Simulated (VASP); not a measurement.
Input of a VASP 6.6.1 run:

The input INCAR:

```
PREC = Accurate
ENCUT = 520
EDIFF = 1E-6
ISMEAR = 0
SIGMA = 0.05
LREAL = False
LASPH = True
NELM = 80
ALGO = Normal
ISIF = 2
LWAVE = False
LCHARG = False
GGA = CA
```

The input KPOINTS:

```
Automatic mesh
0
Gamma
  9 9 5
```

The input POSCAR:

```
TaS2
1.0
    3.3500000000      0.0000000000      0.0000000000
   -1.6750000000      2.9011851027      0.0000000000
    0.0000000000      0.0000000000      5.8600000000
Ta S
1 2
Direct
    0.0000000000      0.0000000000      0.0000000000
    0.6666666667      0.3333333333      0.7500000000
    0.3333333333      0.6666666667      0.2500000000
```

Potentials or basis: VASP PAW LDA potentials, release 64 (Ta_pv, S).

Run with:

```sh
$ cat potpaw_LDA.64/Ta_pv/POTCAR potpaw_LDA.64/S/POTCAR > POTCAR
$ mpirun -np 1 vasp_std > vasp.out
```

What does it give for the band gap on the k mesh?

None (metal or under the smearing width).

Estimate the largest force.

0.830 eV/Å.

What does it give for the pressure?

1.7 GPa.

Stress tensor (GPa, compression positive):
```
0.01 0.00 0.00
0.00 0.01 0.00
0.00 0.00 5.16
```

Spin-orbit coupling is left out, which matters for the levels of Ta.
